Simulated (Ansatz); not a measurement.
The calculation used DFT PBEsol, scalar-relativistic, plane waves, PAW (Ansatz).

Plane waves to 420 eV, a k mesh through Γ of 8×8×8 on the computed 2-atom cell and Gaussian smearing (0.02 eV); no spin polarisation.

```
CELL_PARAMETERS angstrom
0.00000 2.44000 2.44000
2.44000 0.00000 2.44000
2.44000 2.44000 0.00000
ATOMIC_POSITIONS crystal
Na 0.00000 0.00000 0.00000
H 0.54611 0.45389 0.54611
```

**Question.** Is this geometry at equilibrium? Which atom feels the largest force?

**Answer.** It isn't. Atom 2 (H) feels (0.00, -0.21, 0.00) eV/Å, 0.210 eV/Å in size, and symmetry-related atoms feel the same size.

**Question.** Give all forces and the stress.

**Answer.**
```tsv
atom	Fx	Fy	Fz
Na1	0.000	0.210	0.000
H2	0.000	-0.210	0.000
```
Stress (GPa, compression positive):
```
-1.29  0.00  0.00
 0.00  0.21  0.00
 0.00  0.00 -1.29
```